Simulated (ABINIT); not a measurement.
# PtS2 (P-3m1) in ABINIT: notebook

The runs below take PtS2 through single point, relaxation of cell and atoms, with RPBE, LDA.

Everything below comes from runs of ABINIT 10.8.3 (patched build). Logs are shortened: lines on timing, memory, paths and dates and some standing lists are left out, and cuts for length are marked. The log counts tension as positive stress, the text compression.

**1. The structure**

It takes space group P-3m1 (No. 164, trigonal). Conventional cell: a = 3.543 Å, b = 3.543 Å, c = 5.039 Å, α = 90.00°, β = 90.00°, γ = 120.00°. Pt (site symmetry -3m) is surrounded by 6 S at 2.34 Å. S (site symmetry 3m) is surrounded by 3 Pt at 2.34 Å.

**2. Single point, RPBE, spin-orbit coupling, no magnetisation**

run.abi reads:

```
pp_dirpath "./"
pseudos "Pt.GGA_PBE-JTH.xml, S.GGA_PBE-JTH.xml"

acell 3.5432 3.5432 5.0388 Angstrom
rprim
     1.0000000000     0.0000000000     0.0000000000
    -0.5000000000     0.8660254038     0.0000000000
     0.0000000000     0.0000000000     1.0000000000
ntypat 2
znucl 78 16
natom 3
typat 1 2 2
xred
     0.0000000000     0.0000000000     0.0000000000
     0.6666666667     0.3333333333     0.7730000000
     0.3333333333     0.6666666667     0.2270000000

ecut 15.0
pawecutdg 30.0
pawxcdev 0

kptopt 4
ngkpt 7 7 4
nshiftk 1
shiftk 0.0 0.0 0.0

ixc 15

nband 30
occopt 3
tsmear 0.00183747

nspinor 2
nspden 1
pawspnorb 1

nstep 100
tolvrs 1.0e-9

iomode 3
prtwf 0
prteig 0
prtebands 0
enunit 2
prtvol 2
prtden 1
prtvha 1
prtvclmb 1
prtpot 1
```

Potentials or basis: JTH PAW PBE v2.0.

Launch:

```bash
$ abinit run.abi > log 2>&1
```

run.abo:

```text
.Version 10.8.3 of ABINIT
 Symmetries : space group P3 2 1 (#150); Bravais hP (primitive hexag.)
================================================================================
 Values of the parameters that define the memory need of the present run
     intxc =       0    ionmov =       0      iscf =      17    lmnmax =      18
     lnmax =       6     mgfft =      36  mpssoang =       3    mqgrid =    3001
     natom =       3  nloc_mem =       2    nspden =       1   nspinor =       2
    nsppol =       1      nsym =       6    n1xccc =       1    ntypat =       2
    occopt =       3   xclevel =       2
       mpw =        1044          nfft =       20736          nkpt =          41
 PAW method is used; the additional fine FFT grid is defined by:
   mgfftf=        48    nfftf =     62208
================================================================================
================================================================================

--------------------------------------------------------------------------------
------------- Echo of variables that govern the present computation ------------
--------------------------------------------------------------------------------
 -outvars: echo values of preprocessed input variables --------
            acell      6.6956776093E+00  6.6956776093E+00  9.5219520032E+00 Bohr
              amu      1.95080000E+02  3.20660000E+01
             ecut      1.50000000E+01 Hartree
           enunit           2
              ixc          15
           kptopt           4
         kptrlatt        7    0    0      0    7    0      0    0    4
          kptrlen      3.80878080E+01
            natom           3
            nband          30
            ngfft          24      24      36
          ngfftdg          36      36      48
             nkpt          41
          nspinor           2
            nstep         100
             nsym           6
           ntypat           2
           occopt           3
        pawcpxocc           2
        pawecutdg      3.00000000E+01 Hartree
        pawspnorb           1
         pawxcdev           0
        prtebands           0
           prteig           0
           prtpot           1
         prtvclmb           1
           prtvha           1
           prtvol           2
            prtwf           0
            rprim      1.0000000000E+00  0.0000000000E+00  0.0000000000E+00
                      -5.0000000000E-01  8.6602540380E-01  0.0000000000E+00
                       0.0000000000E+00  0.0000000000E+00  1.0000000000E+00
          spgroup         150
           tolvrs      1.00000000E-09
           tsmear      1.83747000E-03 Hartree
            typat      1  2  2
           useylm           1
           xangst      0.0000000000E+00  0.0000000000E+00  0.0000000000E+00
                       1.7716000000E+00  1.0228337369E+00  3.8949924000E+00
                      -6.5562370348E-17  2.0456674738E+00  1.1438076000E+00
            xcart      0.0000000000E+00  0.0000000000E+00  0.0000000000E+00
                       3.3478388047E+00  1.9328756351E+00  7.3604688985E+00
                      -1.2389492412E-16  3.8657512702E+00  2.1614831047E+00
             xred      0.0000000000E+00  0.0000000000E+00  0.0000000000E+00
                       6.6666666667E-01  3.3333333333E-01  7.7300000000E-01
                       3.3333333333E-01  6.6666666667E-01  2.2700000000E-01
            znucl       78.00000   16.00000

================================================================================

 chkinp: Checking input parameters for consistency.

================================================================================
== DATASET  1 ==================================================================

--- !DatasetInfo
iteration_state: {dtset: 1, }
dimensions: {natom: 3, nkpt: 41, mband: 30, nsppol: 1, nspinor: 2, nspden: 1, mpw: 1044, }
cutoff_energies: {ecut:  15.0, pawecutdg:  30.0, }
electrons: {nelect:   2.20000000E+01, charge:   0.00000000E+00, occopt:   3.00000000E+00, tsmear:   1.83747000E-03, }
meta: {optdriver: 0, ionmov: 0, optcell: 0, iscf: 17, paral_kgb: 0, }
...

[... 371 lines left out ...]
   0.00878    0.00878    0.08510    0.08510    0.09729    0.09729    0.15830    0.15830
   0.20068    0.20068    0.21235    0.21235    0.24840    0.24840    0.31012    0.31012
   0.33494    0.33494    0.46111    0.46111    0.49666    0.49666
      occupation numbers for kpt#   2
   1.00000    1.00000    1.00000    1.00000    1.00000    1.00000    1.00000    1.00000
[... 378 lines left out ...]
      occupation numbers for kpt#  40
   1.00000    1.00000    1.00000    1.00000    1.00000    1.00000    1.00000    1.00000
   1.00000    1.00000    1.00000    1.00000    1.00000    1.00000    1.00000    1.00000
   1.00000    1.00000    1.00000    1.00000    1.00000    1.00000    0.00000    0.00000
   0.00000    0.00000    0.00000    0.00000    0.00000    0.00000
 kpt#  41, nband= 30, wtk=  0.01531, kpt= -0.2857 -0.4286  0.5000 (reduced coord)
  -0.24178   -0.24178   -0.23915   -0.23915   -0.00647   -0.00647    0.00531    0.00531
   0.03021    0.03021    0.07304    0.07304    0.08628    0.08628    0.11953    0.11953
   0.13333    0.13333    0.17370    0.17370    0.19159    0.19159    0.32516    0.32516
   0.33507    0.33507    0.50660    0.50660    0.52413    0.52413
      occupation numbers for kpt#  41
   1.00000    1.00000    1.00000    1.00000    1.00000    1.00000    1.00000    1.00000
   1.00000    1.00000    1.00000    1.00000    1.00000    1.00000    1.00000    1.00000
   1.00000    1.00000    1.00000    1.00000    1.00000    1.00000    0.00000    0.00000
   0.00000    0.00000    0.00000    0.00000    0.00000    0.00000
 Fermi (or HOMO) energy (eV) =   7.22592   Average Vxc (eV)= -10.27262
 Eigenvalues (   eV  ) for nkpt=  41  k points:
 kpt#   1, nband= 30, wtk=  0.00510, kpt=  0.0000  0.0000  0.0000 (reduced coord)
  -8.78064   -8.78064   -5.54477   -5.54477   -0.51111   -0.51111   -0.25943   -0.25943
   0.00304    0.00304    2.63042    2.63042    2.88651    2.88651    5.06765    5.06765
   5.50931    5.50931    5.79003    5.79003    6.71340    6.71340    9.08278    9.08278
   9.39943    9.39943   11.58869   11.58869   12.69692   12.69692
 kpt#   2, nband= 30, wtk=  0.03061, kpt=  0.1429  0.0000  0.0000 (reduced coord)
  -8.51172   -8.51172   -5.71528   -5.71528   -0.32151   -0.32151   -0.02464   -0.02464
   0.23883    0.23883    2.31557    2.31557    2.64736    2.64736    4.30747    4.30747
   5.46078    5.46078    5.77836    5.77836    6.75934    6.75934    8.43872    8.43872
   9.11421    9.11421   12.54754   12.54754   13.51487   13.51487
 kpt#   3, nband= 30, wtk=  0.03061, kpt=  0.2857  0.0000  0.0000 (reduced coord)
  -7.79764   -7.79764   -6.07480   -6.07480   -0.03417   -0.03417    0.44898    0.44898
   0.87602    0.87602    1.40413    1.40413    2.48028    2.48028    3.61903    3.61903
   4.81866    4.81866    5.26864    5.26864    5.91711    5.91711    8.42416    8.42416
   9.22221    9.22221   12.23744   12.23744   14.58145   14.58145
 kpt#   4, nband= 30, wtk=  0.03061, kpt=  0.4286  0.0000  0.0000 (reduced coord)
  -6.98586   -6.98586   -6.41485   -6.41485   -0.62120   -0.62120    0.47604    0.47604
[... 173 lines left out ...]
 kpt#  39, nband= 30, wtk=  0.03061, kpt= -0.2857  0.4286  0.5000 (reduced coord)
  -7.04010   -7.04010   -6.47218   -6.47218   -0.33502   -0.33502    0.22285    0.22285
   0.98316    0.98316    1.95921    1.95921    2.37479    2.37479    3.53656    3.53656
   4.42180    4.42180    4.86590    4.86590    5.66342    5.66342    8.50605    8.50605
   8.77390    8.77390   12.86189   12.86189   13.76576   13.76576
 kpt#  40, nband= 30, wtk=  0.01531, kpt= -0.4286 -0.4286  0.5000 (reduced coord)
  -6.75715   -6.75715   -6.39370   -6.39370   -0.78577   -0.78577    0.32592    0.32592
   1.51503    1.51503    1.81227    1.81227    2.51091    2.51091    3.30758    3.30758
   3.63916    3.63916    4.84065    4.84065    5.19360    5.19360    8.73049    8.73049
   9.28170    9.28170   12.72596   12.72596   13.29716   13.29716
 kpt#  41, nband= 30, wtk=  0.01531, kpt= -0.2857 -0.4286  0.5000 (reduced coord)
  -6.57915   -6.57915   -6.50752   -6.50752   -0.17593   -0.17593    0.14456    0.14456
   0.82192    0.82192    1.98741    1.98741    2.34782    2.34782    3.25256    3.25256
   3.62802    3.62802    4.72663    4.72663    5.21336    5.21336    8.84814    8.84814
   9.11785    9.11785   13.78525   13.78525   14.26239   14.26239
 Total charge density [el/Bohr^3]
)     Maximum=    4.3848E-01  at reduced coord.    0.0000    0.0000    0.0000
)Next maximum=    4.2919E-01  at reduced coord.    0.9722    0.9722    0.0000
)     Minimum=   -2.2603E-01  at reduced coord.    0.3333    0.6667    0.2292
)Next minimum=   -2.2603E-01  at reduced coord.    0.6667    0.3333    0.7708
   Integrated=    2.2000E+01

--- !EnergyTerms
iteration_state     : {dtset: 1, }
comment             : Components of total free energy in Hartree
kinetic             :  1.71882791121169E+01
hartree             :  9.75200771531143E+00
xc                  : -1.04088238223945E+01
Ewald energy        : -4.27700575396952E+01
psp_core            :  2.28287484354401E+00
local_psp           : -3.03626605604808E+01
PAW spherical_terms :  6.70459814092421E+00
internal            : -4.76137821106740E+01
'-kT*entropy'       : -4.29120616250183E-07
total_energy        : -4.76137825397946E+01
total_energy_eV     : -1.29563702732250E+03
...

--- !EnergyTermsDC
iteration_state     : {dtset: 1, }
comment             : '"Double-counting" decomposition of free energy'
band_energy         :  7.77946941988148E-01
Ewald energy        : -4.27700575396952E+01
psp_core            :  2.28287484354401E+00
xc_dc               : -9.07759783134719E+00
PAW spherical_terms :  1.17303721377443E+00
internal            : -4.76137963717358E+01
'-kT*entropy'       : -4.29120616250183E-07
total_energy_dc     : -4.76137968008564E+01
total_energy_dc_eV  : -1.29563741538576E+03
...

--- !EnergyTermsWithPAWCore
iteration_state     : {dtset: 1, }
comment             : 'Components of total free energy, including PAW core contributions'
Total energy        : -1.92129355829675E+04
Total energy DC     : -1.92129355972286E+04
Total energy (eV)   : -5.22810611067281E+05
Total energy DC (eV): -5.22810611455344E+05
...

 Cartesian components of stress tensor (hartree/bohr^3)
  sigma(1 1)= -5.37401886E-04  sigma(3 2)=  0.00000000E+00
  sigma(2 2)= -5.37401887E-04  sigma(3 1)=  0.00000000E+00
  sigma(3 3)= -4.72591796E-04  sigma(2 1)=  0.00000000E+00

-Cartesian components of stress tensor (GPa)         [Pressure=  1.5175E+01 GPa]
- sigma(1 1)= -1.58109094E+01  sigma(3 2)=  0.00000000E+00
- sigma(2 2)= -1.58109094E+01  sigma(3 1)=  0.00000000E+00
- sigma(3 3)= -1.39041307E+01  sigma(2 1)=  0.00000000E+00

== END DATASET(S) ==============================================================
================================================================================

 -outvars: echo values of variables after computation  --------
            acell      6.6956776093E+00  6.6956776093E+00  9.5219520032E+00 Bohr
           etotal     -4.7613796801E+01
            fcart      4.0214678488E-29  2.3217955450E-29 -0.0000000000E+00
                      -2.6139541017E-28  3.4826933175E-29 -2.8427142416E-02
                       2.2118073168E-28 -5.8044888624E-29  2.8427142416E-02
            rprim      1.0000000000E+00  0.0000000000E+00  0.0000000000E+00
                      -5.0000000000E-01  8.6602540380E-01  0.0000000000E+00
                       0.0000000000E+00  0.0000000000E+00  1.0000000000E+00
           strten     -5.3740188650E-04 -5.3740188670E-04 -4.7259179602E-04
                       0.0000000000E+00  0.0000000000E+00  0.0000000000E+00
           xangst      0.0000000000E+00  0.0000000000E+00  0.0000000000E+00
                       1.7716000000E+00  1.0228337369E+00  3.8949924000E+00
                      -6.5562370348E-17  2.0456674738E+00  1.1438076000E+00
             xred      0.0000000000E+00  0.0000000000E+00  0.0000000000E+00
                       6.6666666667E-01  3.3333333333E-01  7.7300000000E-01
                       3.3333333333E-01  6.6666666667E-01  2.2700000000E-01
 Calculation completed.
```

Run time: 2.5 min. Hardware: 1 thread of Arm Neoverse V2, shared host; peak memory 0.15 GiB.

What came out:

```
Free energy                                           : -1295.6374 eV
Largest force                                         : 1.462 eV/Å
Band gap on the k mesh                                : 0.90 eV, indirect (least direct gap 1.07 eV)
Valence electrons inside the program's atomic spheres : Pt 8.88; S 3.60
```

Forces on the atoms (eV/Å):
```
Pt   0.000  0.000  0.000
S    0.000  0.000 -1.462
S    0.000  0.000  1.462
```

Caveat: the cutoff is too short for stress, so the log's stress isn't used; the PAW data sets were made with another functional, which shifts forces and pressure a little; an odd mesh through Γ misses points on the zone boundary, where band edges often lie.

**3. Relaxation of cell and atoms, LDA**

run.abi reads:

```
pp_dirpath "./"
pseudos "Pt.upf, S.upf"

acell 3*1.0
rprim
     6.6956776048     0.0000000000     0.0000000000
    -3.3478388024     5.7986269013     0.0000000000
     0.0000000000     0.0000000000     9.5219519968
ntypat 2
znucl 78 16
natom 3
typat 1 2 2
chkprim 0
chksymtnons 0
tolsym 1.0e-6
xred
            0.0            0.0            0.0
            2/3            1/3   0.7730000000
            1/3            2/3   0.2270000000

ecut 38.0
ecutsm 0.5

kptopt 1
ngkpt 7 7 4
nshiftk 1
shiftk 0.0 0.0 0.0

ixc 7

nband 19
occopt 3
tsmear 0.05 eV

nstep 80
tolvrs 1.0e-12

iomode 3
prteig 0
prtebands 0
prtwf 0
prtden 0

ionmov 2
optcell 2
ntime 50
tolmxf 2.0e-5
dilatmx 1.08
```

Potentials or basis: PseudoDojo NC SR LDA v0.4 stringent.

Launch:

```bash
$ abinit run.abi > log 2>&1
```

run.abo:

```text
.Version 10.8.3 of ABINIT
 Symmetries : space group P-3 m 1 (#164); Bravais hP (primitive hexag.)
================================================================================
 Values of the parameters that define the memory need of the present run
     intxc =       0    ionmov =       2      iscf =       7    lmnmax =       8
     lnmax =       8     mgfft =      60  mpssoang =       4    mqgrid =    3001
     natom =       3  nloc_mem =       1    nspden =       1   nspinor =       1
    nsppol =       1      nsym =      12    n1xccc =    2501    ntypat =       2
    occopt =       3   xclevel =       1
       mpw =        5242          nfft =      121500          nkpt =          28
================================================================================
================================================================================

--------------------------------------------------------------------------------
------------- Echo of variables that govern the present computation ------------
[... 1880 lines left out ...]

== END DATASET(S) ==============================================================
================================================================================

 -outvars: echo values of variables after computation  --------
            acell      6.7334658921E+00  6.7334658921E+00  8.5127718356E+00 Bohr
           etotal     -1.5285316649E+02
            fcart     -6.6648322135E-30 -3.8479426725E-30 -0.0000000000E+00
                       1.3329664427E-29 -1.5391770690E-29  7.1060814596E-07
                      -6.6648322135E-30  1.9239713363E-29 -7.1060814596E-07
            rprim      1.0000000000E+00  0.0000000000E+00  0.0000000000E+00
                      -5.0000000000E-01  8.6602540378E-01  0.0000000000E+00
                       0.0000000000E+00  0.0000000000E+00  1.0000000000E+00
           strten      1.3620224290E-08  1.3620254091E-08  3.4510695317E-08
                       0.0000000000E+00  0.0000000000E+00  0.0000000000E+00
           xangst      4.8532963787E-28  1.4848776355E-28 -2.3935613981E-19
                       1.7815983490E+00  1.0286062864E+00  3.3196701001E+00
                      -5.3593616219E-16  2.0572125728E+00  1.1850947539E+00
             xred      1.6026594559E-28  4.8119403739E-29 -5.3133992021E-20
                       6.6666666667E-01  3.3333333333E-01  7.3692416978E-01
                       3.3333333333E-01  6.6666666667E-01  2.6307583022E-01
 Calculation completed.
```

Wall time 19 min (1 thread of AMD EPYC 9R45 (Zen 5), shared host); peak memory 0.13 GiB.

What came out:

- Free energy: -4159.3466 eV
- Relaxed volume: 16.51 Å³/atom
- Relaxed cell: a = 3.563 Å, b = 3.563 Å, c = 4.505 Å, α = 90.00°, β = 90.00°, γ = 120.00°
- Space group after relaxing (to 0.05 Å): P-3m1 (No. 164)
- Energy gained by relaxing: 31.5 meV/atom
- Ionic steps: 16
- Pressure after relaxing: 0.0 GPa
- Band gap on the k mesh: none (metal or under the smearing width)

Step by step:
```tsv
step	energy change (eV)	largest force (eV/Å)	pressure (GPa)	volume (Å³)
1	0.0000	0.7867	3.40	54.78
2	-0.0185	0.5220	1.06	55.35
3	-0.0279	0.2535	-1.01	55.79
4	-0.0315	0.1622	-1.45	55.76
5	-0.0399	0.0127	-1.71	55.26
6	-0.0440	0.0397	-1.07	54.65
7	-0.0465	0.0063	-0.17	54.11
8	-0.0487	0.0621	0.50	53.67
9	-0.0548	0.1714	1.76	52.62
10	-0.0650	0.3046	3.38	50.86
11	-0.0761	0.3808	4.38	48.97
12	-0.0874	0.2562	2.66	48.73
13	-0.0937	0.0178	-0.59	49.97
14	-0.0945	0.0115	0.01	49.52
15	-0.0945	0.0008	0.00	49.53
16	-0.0945	0.0000	0.00	49.53
```

Final structure:
```yaml
crystal:
  lattice:
    - [3.56320, 0.00000, 0.00000]
    - [-1.78160, 3.08582, 0.00000]
    - [0.00000, 0.00000, 4.50476]
  atoms:
    - { symbol: Pt, position: [0.00000, 0.00000, 0.00000] }
    - { symbol: S, position: [0.66667, 0.33333, 0.73692] }
    - { symbol: S, position: [0.33333, 0.66667, 0.26308] }
```

(Continued in part 2 of 2.)
